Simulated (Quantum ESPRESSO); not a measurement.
# TePb (Fm-3m) in Quantum ESPRESSO: settings compared

The runs below take TePb through equation of state, with revPBE+D4, BLYP+D4, PW91+D4.

Program: Quantum ESPRESSO 7.5. These are calculated values, not measurements. Logs are shortened: lines on timing, memory, paths and dates and some standing lists are left out, and cuts for length are marked.

### Step 1. The crystal as given

Symmetry: Fm-3m, No. 225, cubic system. The conventional cell has a = 6.462 Å, b = 6.462 Å, c = 6.462 Å, α = 90.00°, β = 90.00°, γ = 90.00°. Pb (site symmetry m-3m) has 6 Te at 3.23 Å as nearest neighbours. Te (site symmetry m-3m) is surrounded by 6 Pb at 3.23 Å.

### Step 2. Equation of state, revPBE+D4

Contents of run.py:

```python
import numpy as np
from ase.calculators.espresso import Espresso, EspressoProfile
from ase import Atoms

atoms = Atoms(['Pb', 'Te'],
              cell=[[0.0, 3.231, 3.231], [3.231, 0.0, 3.231], [3.231, 3.231, 0.0]],
              scaled_positions=[[0.0, 0.0, 0.0], [0.5, 0.5, 0.5]],
              pbc=True)

input_data = {
    'control': {'calculation': 'scf', 'prefix': 'pwscf', 'outdir': './tmp', 'tprnfor': True, 'tstress': True, 'disk_io': 'nowf'},
    'system': {'ecutwfc': 80.0, 'nbnd': 22, 'input_dft': 'revpbe', 'occupations': 'smearing', 'smearing': 'fd', 'degauss': 0.00367493},
    'electrons': {'conv_thr': 4e-10, 'electron_maxstep': 120, 'mixing_beta': 0.5},
}
pseudopotentials = {'Te': 'Te.upf', 'Pb': 'Pb.upf'}
profile = EspressoProfile(command='pw.x', pseudo_dir='pseudo')
dft = Espresso(profile=profile, input_data=input_data, pseudopotentials=pseudopotentials, kpts=(7, 7, 7), koffset=(0, 0, 0))
from ase.calculators.mixing import SumCalculator
from dftd4.ase import DFTD4
d4 = DFTD4(method='revpbe')
atoms.calc = SumCalculator([dft, d4])

from ase.eos import EquationOfState
from ase.units import GPa
cell, v, e = atoms.cell.copy(), [], []
for x in [0.94, 0.96, 0.98, 1.0, 1.02, 1.04, 1.06]:
    atoms.set_cell(cell * x ** (1 / 3), scale_atoms=True)
    v.append(atoms.get_volume() / len(atoms))
    e.append(atoms.get_potential_energy() / len(atoms))
    print(f'V {v[-1]:.6f} A^3/atom  E {e[-1]:.8f} eV/atom')
v0, e0, b0 = EquationOfState(v, e, eos='birchmurnaghan').fit()
print(f'V0 {v0:.5f} A^3/atom  E0 {e0:.6f} eV/atom  B0 {b0 / GPa:.2f} GPa')
```

Potentials or basis: PseudoDojo 0.4.1 SR PBE standard.

Run with:

```
$ OMP_NUM_THREADS=1 python run.py
```

Log:

```text
V 31.705801 A^3/atom  E -2386.15288344 eV/atom
V 32.380392 A^3/atom  E -2386.16415078 eV/atom
V 33.054984 A^3/atom  E -2386.17085414 eV/atom
V 33.729575 A^3/atom  E -2386.17354253 eV/atom
V 34.404167 A^3/atom  E -2386.17281846 eV/atom
V 35.078758 A^3/atom  E -2386.17007317 eV/atom
V 35.753350 A^3/atom  E -2386.16933425 eV/atom
V0 33.91557 A^3/atom  E0 -2386.173078 eV/atom  B0 25.67 GPa
```

espresso.pwi:

```text
&CONTROL
   calculation      = 'scf'
   tstress          = .true.
   tprnfor          = .true.
   outdir           = './tmp'
   prefix           = 'pwscf'
   disk_io          = 'nowf'
   pseudo_dir       = 'pseudo'
/
&SYSTEM
   nbnd             = 22
   ecutwfc          = 80.0
   occupations      = 'smearing'
   degauss          = 0.00367493
   smearing         = 'fd'
   input_dft        = 'revpbe'
   ntyp             = 2
   nat              = 2
   ibrav            = 0
/
&ELECTRONS
   electron_maxstep = 120
   conv_thr         = 4e-10
   mixing_beta      = 0.5
/
&IONS
/
&CELL
/
&FCP
/
&RISM
/
ATOMIC_SPECIES
Pb 207.2 Pb.upf
Te 127.6 Te.upf

K_POINTS automatic
7 7 7  0 0 0

CELL_PARAMETERS angstrom
0.00000000000000 3.29436902924618 3.29436902924618
3.29436902924618 0.00000000000000 3.29436902924618
3.29436902924618 3.29436902924618 0.00000000000000

ATOMIC_POSITIONS angstrom
Pb 0.0000000000 0.0000000000 0.0000000000  
Te 3.2943690292 3.2943690292 3.2943690292
```

espresso.pwo:

```text
This program is part of the open-source Quantum ESPRESSO suite
     for quantum simulation of materials; please cite
         "P. Giannozzi et al., J. Phys.:Condens. Matter 21 395502 (2009);
         "P. Giannozzi et al., J. Phys.:Condens. Matter 29 465901 (2017);
         "P. Giannozzi et al., J. Chem. Phys. 152 154105 (2020);
     in publications or presentations arising from this work. More details at

Warning: card &CELL ignored
Warning: card &FCP ignored
Warning: card &RISM ignored

     IMPORTANT: XC functional enforced from input :
     Exchange-correlation= REVPBE
                           (   1   4   4   4   0   0   0)
     Any further DFT definition will be discarded
     Please, verify this is what you really want

     Message from routine setup:
     using ibrav=0 with symmetry is DISCOURAGED, use correct ibrav instead

     G-vector sticks info
     --------------------
     sticks:   dense  smooth     PW     G-vecs:    dense   smooth      PW
     Sum        1723    1723    499                46679    46679    7119

     Using Slab Decomposition

     bravais-lattice index     =            0
     lattice parameter (alat)  =       8.8041  a.u.
     unit-cell volume          =     482.5511 (a.u.)^3
     number of atoms/cell      =            2
     number of atomic types    =            2
     number of electrons       =        30.00
     number of Kohn-Sham states=           22
     kinetic-energy cutoff     =      80.0000  Ry
     charge density cutoff     =     320.0000  Ry
     scf convergence threshold =      4.0E-10
     mixing beta               =       0.5000
     number of iterations used =            8  plain     mixing
     Exchange-correlation= REVPBE
                           (   1   4   4   4   0   0   0)

     celldm(1)=   8.804123  celldm(2)=   0.000000  celldm(3)=   0.000000
     celldm(4)=   0.000000  celldm(5)=   0.000000  celldm(6)=   0.000000

     crystal axes: (cart. coord. in units of alat)
               a(1) = (   0.000000   0.707107   0.707107 )
               a(2) = (   0.707107   0.000000   0.707107 )
               a(3) = (   0.707107   0.707107   0.000000 )

     reciprocal axes: (cart. coord. in units 2 pi/alat)
               b(1) = ( -0.707107  0.707107  0.707107 )
               b(2) = (  0.707107 -0.707107  0.707107 )
               b(3) = (  0.707107  0.707107 -0.707107 )

[... 58 lines left out ...]

     Dense  grid:    46679 G-vectors     FFT dimensions: (  54,  54,  54)

     Initial potential from superposition of free atoms

     starting charge      29.9977, renormalised to      30.0000
     Starting wfcs are   18 randomized atomic wfcs +    4 random wfcs

     Self-consistent Calculation

     iteration #  1     ecut=    80.00 Ry     beta= 0.50
     Davidson diagonalization with overlap
     ethr =  1.00E-02,  avg # of iterations =  5.9

     Threshold (ethr) on eigenvalues was too large:
     Diagonalizing with lowered threshold

     Davidson diagonalization with overlap
     ethr =  1.40E-04,  avg # of iterations =  4.3

     total energy              =    -350.65831109 Ry
     estimated scf accuracy    <       0.04090647 Ry
[... 43 lines left out ...]
     iteration #  8     ecut=    80.00 Ry     beta= 0.50
     Davidson diagonalization with overlap
     ethr =  4.06E-11,  avg # of iterations =  2.0

     End of self-consistent calculation

          k = 0.0000 0.0000 0.0000 (  5817 PWs)   bands (ev):

   -27.8262 -27.8262 -27.8231 -27.8231 -27.8231  -8.4770  -8.4770  -8.4763
    -8.4763  -8.4763  -3.3374   2.4875   7.0695   7.0695   7.0695  12.2569
    12.2569  12.2569  14.1652  14.1652  14.1652  15.6473

          k = 0.1010 0.1010-0.1010 (  5847 PWs)   bands (ev):
[... 85 lines left out ...]
   -27.8264 -27.8260 -27.8231 -27.8225 -27.8225  -8.5178  -8.4811  -8.4712
    -8.4584  -8.4575  -1.8157   0.7789   4.2806   5.8875   5.9571  12.1055
    12.8486  13.0653  14.3794  18.0929  18.4651  19.1357

          k = 0.4041 0.2020 0.0000 (  5850 PWs)   bands (ev):

   -27.8262 -27.8261 -27.8230 -27.8227 -27.8227  -8.4969  -8.4787  -8.4767
    -8.4648  -8.4642  -2.3833   0.8247   5.8164   6.5620   7.2564  10.6082
    11.1094  12.5661  13.6715  16.6668  17.1010  18.0152

          k =-0.2020-0.4041 0.6061 (  5813 PWs)   bands (ev):
[... 13 lines left out ...]
   -27.8263 -27.8260 -27.8229 -27.8227 -27.8225  -8.5075  -8.4786  -8.4726
    -8.4674  -8.4577  -1.7484   0.3885   4.7210   5.2949   7.6438  10.2042
    12.8801  13.6406  14.3867  15.5348  18.6708  18.9739

     the Fermi energy is     8.6910 ev

!    total energy              =    -350.66855334 Ry
     estimated scf accuracy    <          2.1E-10 Ry
     smearing contrib. (-TS)   =      -0.00000007 Ry
     internal energy E=F+TS    =    -350.66855327 Ry

     The total energy is F=E-TS. E is the sum of the following terms:
     one-electron contribution =    -140.02437720 Ry
     hartree contribution      =      84.36825611 Ry
     xc contribution           =     -89.36016259 Ry
     ewald contribution        =    -205.65226959 Ry

     convergence has been achieved in   8 iterations

     Forces acting on atoms (cartesian axes, Ry/au):

     atom    1 type  1   force =     0.00000000    0.00000000    0.00000000
     atom    2 type  2   force =     0.00000000    0.00000000   -0.00000000

     Total force =     0.000000     Total SCF correction =     0.000000

     Computing stress (Cartesian axis) and pressure

          total   stress  (Ry/bohr**3)                   (kbar)     P=        6.76
   0.00004598   0.00000000   0.00000000            6.76        0.00        0.00
   0.00000000   0.00004598   0.00000000            0.00        6.76        0.00
   0.00000000   0.00000000   0.00004598            0.00        0.00        6.76

=------------------------------------------------------------------------------=
   JOB DONE.
=------------------------------------------------------------------------------=
```

It took 2.7 min on 1 thread of INTEL XEON PLATINUM 8581C at 2.30GHz (Emerald Rapids), shared host; peak memory 0.12 GiB.

What came out:

- Equilibrium volume: 33.91 Å³/atom (rough: see the caveat)
- Bulk modulus: 26 GPa (rough)

Energy against volume, from the lowest point:
| volume (Å³/atom) | energy (meV/atom) |
| --- | --- |
| 31.706 | 20.66 |
| 32.380 | 9.39 |
| 33.055 | 2.69 |
| 33.730 | 0.00 |
| 34.404 | 0.72 |
| 35.079 | 3.47 |
| 35.753 | 4.21 |

Caveat: the potentials were made for another functional, which shifts forces and pressure; the fit is doubtful: noisy points or a state that changes with volume; this odd mesh misses L, where the gap lies, so gap, dielectric constants and Born charges aren't listed. The run has no spin-orbit coupling, so splittings on Pb, Te are missing.

### Step 3. Equation of state, BLYP+D4

run.py: that of step 2 with these lines changed.

```diff
@@ -2,8 +2,5 @@
 from ase.calculators.espresso import Espresso, EspressoProfile
-from ase import Atoms
+from ase.io import read
 
-atoms = Atoms(['Pb', 'Te'],
-              cell=[[0.0, 3.231, 3.231], [3.231, 0.0, 3.231], [3.231, 3.231, 0.0]],
-              scaled_positions=[[0.0, 0.0, 0.0], [0.5, 0.5, 0.5]],
-              pbc=True)
+atoms = read('TePb.cif')
 
@@ -11,3 +8,3 @@
     'control': {'calculation': 'scf', 'prefix': 'pwscf', 'outdir': './tmp', 'tprnfor': True, 'tstress': True, 'disk_io': 'nowf'},
-    'system': {'ecutwfc': 80.0, 'nbnd': 22, 'input_dft': 'revpbe', 'occupations': 'smearing', 'smearing': 'fd', 'degauss': 0.00367493},
+    'system': {'ecutwfc': 80.0, 'nbnd': 22, 'input_dft': 'blyp', 'occupations': 'smearing', 'smearing': 'fd', 'degauss': 0.00367493},
     'electrons': {'conv_thr': 4e-10, 'electron_maxstep': 120, 'mixing_beta': 0.5},
@@ -19,3 +16,3 @@
 from dftd4.ase import DFTD4
-d4 = DFTD4(method='revpbe')
+d4 = DFTD4(method='blyp')
 atoms.calc = SumCalculator([dft, d4])
```

Contents of TePb.cif:

```cif
data_TePb
_cell_length_a 4.56932402
_cell_length_b 4.56932402
_cell_length_c 4.56932402
_cell_angle_alpha 60.00000000
_cell_angle_beta 60.00000000
_cell_angle_gamma 60.00000000
_space_group_name_H-M_alt 'P1'
_space_group_name_Hall 'P 1'
_space_group_IT_number 1
loop_
_space_group_symop_operation_xyz
'x,y,z'
loop_
_atom_site_label
_atom_site_type_symbol
_atom_site_symmetry_multiplicity
_atom_site_Wyckoff_symbol
_atom_site_fract_x
_atom_site_fract_y
_atom_site_fract_z
_atom_site_occupancy
Pb1 Pb 1 a 0.0000000000 0.0000000000 0.0000000000 1
Te1 Te 1 a 0.5000000000 0.5000000000 0.5000000000 1
```

Potentials or basis: PseudoDojo 0.4.1 SR PBE standard.

Run with:

```
$ OMP_NUM_THREADS=1 python run.py
```

Log:

```text
<dir> UserWarning: The minimum volume of your fit is not in your volumes.  You may not have a minimum in your dataset!
  warnings.warn(
V 31.705801 A^3/atom  E -2380.23988166 eV/atom
V 32.380392 A^3/atom  E -2380.25781434 eV/atom
V 33.054984 A^3/atom  E -2380.27077142 eV/atom
V 33.729575 A^3/atom  E -2380.27934356 eV/atom
V 34.404167 A^3/atom  E -2380.28421903 eV/atom
V 35.078758 A^3/atom  E -2380.28709516 eV/atom
V 35.753350 A^3/atom  E -2380.29308990 eV/atom
V0 37.68481 A^3/atom  E0 -2380.293061 eV/atom  B0 1.71 GPa
```

espresso.pwi:

```text
&CONTROL
   calculation      = 'scf'
   tstress          = .true.
   tprnfor          = .true.
   outdir           = './tmp'
   prefix           = 'pwscf'
   disk_io          = 'nowf'
   pseudo_dir       = 'pseudo'
/
&SYSTEM
   nbnd             = 22
   ecutwfc          = 80.0
   occupations      = 'smearing'
   degauss          = 0.00367493
   smearing         = 'fd'
   input_dft        = 'blyp'
   ntyp             = 2
   nat              = 2
   ibrav            = 0
/
&ELECTRONS
   electron_maxstep = 120
   conv_thr         = 4e-10
   mixing_beta      = 0.5
/
&IONS
/
&CELL
/
&FCP
/
&RISM
/
ATOMIC_SPECIES
Pb 207.2 Pb.upf
Te 127.6 Te.upf

K_POINTS automatic
7 7 7  0 0 0

CELL_PARAMETERS angstrom
4.65894136059383 0.00000000000000 0.00000000000000
2.32947068029691 4.03476157301629 0.00000000000000
2.32947068029691 1.34492052433876 3.80400969166763

ATOMIC_POSITIONS angstrom
Pb 0.0000000000 0.0000000000 0.0000000000  
Te 4.6589413606 2.6898410487 1.9020048458
```

espresso.pwo:

```text
This program is part of the open-source Quantum ESPRESSO suite
     for quantum simulation of materials; please cite
         "P. Giannozzi et al., J. Phys.:Condens. Matter 21 395502 (2009);
         "P. Giannozzi et al., J. Phys.:Condens. Matter 29 465901 (2017);
         "P. Giannozzi et al., J. Chem. Phys. 152 154105 (2020);
     in publications or presentations arising from this work. More details at

Warning: card &CELL ignored
Warning: card &FCP ignored
Warning: card &RISM ignored

     IMPORTANT: XC functional enforced from input :
     Exchange-correlation= BLYP
                           (   1   3   1   3   0   0   0)
     Any further DFT definition will be discarded
     Please, verify this is what you really want

     Message from routine setup:
     using ibrav=0 with symmetry is DISCOURAGED, use correct ibrav instead
[... 458 lines left out ...]
     internal energy E=F+TS    =    -349.78191736 Ry

     The total energy is F=E-TS. E is the sum of the following terms:
     one-electron contribution =    -140.15328108 Ry
     hartree contribution      =      84.46308808 Ry
     xc contribution           =     -88.43945478 Ry
     ewald contribution        =    -205.65226959 Ry

     convergence has been achieved in   8 iterations

     Forces acting on atoms (cartesian axes, Ry/au):

     atom    1 type  1   force =     0.00000000    0.00000000    0.00000000
     atom    2 type  2   force =     0.00000000    0.00000000    0.00000000

     Total force =     0.000000     Total SCF correction =     0.000000

     Computing stress (Cartesian axis) and pressure

          total   stress  (Ry/bohr**3)                   (kbar)     P=       24.74
   0.00016818   0.00000000   0.00000000           24.74        0.00        0.00
   0.00000000   0.00016818   0.00000000            0.00       24.74        0.00
   0.00000000   0.00000000   0.00016817            0.00        0.00       24.74

=------------------------------------------------------------------------------=
   JOB DONE.
=------------------------------------------------------------------------------=
```

Run time: 5.5 min. Hardware: 1 thread of INTEL XEON PLATINUM 8581C at 2.30GHz (Emerald Rapids), shared host; peak memory 0.17 GiB.

What came out:

```
Equilibrium volume : outside the volumes run
```

Energy against volume, from the lowest point:
| volume (Å³/atom) | energy (meV/atom) |
| --- | --- |
| 31.706 | 53.21 |
| 32.380 | 35.28 |
| 33.055 | 22.32 |
| 33.730 | 13.75 |
| 34.404 | 8.87 |
| 35.079 | 5.99 |
| 35.753 | 0.00 |

Caveat: the potentials were made for another functional, which shifts forces and pressure; this odd mesh misses L, where the gap lies, so gap, dielectric constants and Born charges aren't listed.

### Step 4. Equation of state, PW91+D4

run.py: that of step 3 with these lines changed.

```diff
@@ -2,5 +2,8 @@
 from ase.calculators.espresso import Espresso, EspressoProfile
-from ase.io import read
+from ase import Atoms
 
-atoms = read('TePb.cif')
+atoms = Atoms(['Pb', 'Te'],
+              cell=[[0.0, 3.231, 3.231], [3.231, 0.0, 3.231], [3.231, 3.231, 0.0]],
+              scaled_positions=[[0.0, 0.0, 0.0], [0.5, 0.5, 0.5]],
+              pbc=True)
 
@@ -8,3 +11,3 @@
     'control': {'calculation': 'scf', 'prefix': 'pwscf', 'outdir': './tmp', 'tprnfor': True, 'tstress': True, 'disk_io': 'nowf'},
-    'system': {'ecutwfc': 80.0, 'nbnd': 22, 'input_dft': 'blyp', 'occupations': 'smearing', 'smearing': 'fd', 'degauss': 0.00367493},
+    'system': {'ecutwfc': 80.0, 'nbnd': 22, 'input_dft': 'pw91', 'occupations': 'smearing', 'smearing': 'fd', 'degauss': 0.00367493},
     'electrons': {'conv_thr': 4e-10, 'electron_maxstep': 120, 'mixing_beta': 0.5},
@@ -16,3 +19,3 @@
 from dftd4.ase import DFTD4
-d4 = DFTD4(method='blyp')
+d4 = DFTD4(method='pw91')
 atoms.calc = SumCalculator([dft, d4])
```

Run with:

```
$ OMP_NUM_THREADS=1 python run.py
```

It took 2.6 min on 1 thread of INTEL XEON PLATINUM 8581C at 2.30GHz (Emerald Rapids), shared host; peak memory 0.12 GiB.

It converged, with:

| Item | Value |
| --- | --- |
| Equilibrium volume | 34.16 Å³/atom (rough: see the caveat) |
| Bulk modulus | 32 GPa (rough) |

Energy against volume, from the lowest point:
```tsv
volume (Å³/atom)	energy (meV/atom)
31.706	25.11
32.380	12.23
33.055	4.11
33.730	0.21
34.404	0.00
35.079	2.52
35.753	5.44
```

Caveat: the potentials were made for another functional, which shifts forces and pressure; the fit is doubtful: noisy points or a state that changes with volume; this odd mesh misses L, where the gap lies, so gap, dielectric constants and Born charges aren't listed. The run has no spin-orbit coupling, so splittings on Pb, Te are missing.
